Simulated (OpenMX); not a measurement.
# Br under changes of volume

One of the cells (33.988 Å³/atom); the others are scaled copies at fixed shape and fractional positions:

```
Br
1.0
     3.36325   -2.32255    0.00000
     3.36325    2.32255    0.00000
     0.00000    0.00000    8.70230
Br
4
Direct
  0.36510 0.63490 0.39010
  0.13490 0.86510 0.89010
  0.63490 0.36510 0.60990
  0.86510 0.13490 0.10990
```

* Program: OpenMX 3.8.5
* Functional: PBE
* Potentials or basis: OpenMX 2013 PBE set, Br7.0-s3p2d2f1, fixed grid of 40 × 40 × 90 points
* k mesh: 7 × 7 × 3
* Occupations: fermi-dirac, width 0.05 eV
* Spin: no spin polarisation

| volume (Å³/atom) | energy over the lowest point (meV/atom) | gap on the mesh (eV) | largest force (eV/Å) |
| --- | --- | --- | --- |
| 31.949 | 48.89 | 2.09 | 1.940 |
| 32.629 | 33.49 | 2.03 | 1.655 |
| 33.308 | 21.46 | 1.97 | 1.388 |
| 33.988 | 12.41 | 1.90 | 1.141 |
| 34.668 | ? | ? | ? |
| 35.348 | 1.95 | 1.78 | 0.697 |
| 36.028 | 0.00 | 1.72 | 0.500 |

Question: What does the run at 34.668 Å³/atom give?

Answer: Energy over the lowest point 5.99 meV/atom; gap on the mesh 1.84 eV; largest force 0.912 eV/Å.

Worked out: A Birch-Murnaghan fit of order 3 (a polynomial in V^(-2/3)) to the other rows has its minimum at 36.40 Å³/atom, just outside them, with B0 = V·E''(V) = 22 GPa and B' = 5.3 at fixed shape and positions, which overstates the stiffness. It gives 6.00 meV/atom at 34.668 Å³/atom, against the run's 5.99. A straight line through the other rows of the gap, of slope -3.1 eV per unit of ln V, gives 1.84 eV, against the run's 1.84.

Energies are extrapolated to zero smearing.

Caveats: an odd mesh through Γ misses points on the zone boundary, where band edges often lie; the basis of atomic orbitals isn't converged, which shifts pressures, moduli and gaps; forces of over 1 eV/Å show positions far from the minimum, so gaps and moduli don't describe the material at rest (some runs). Spin-orbit coupling on Br is left out.
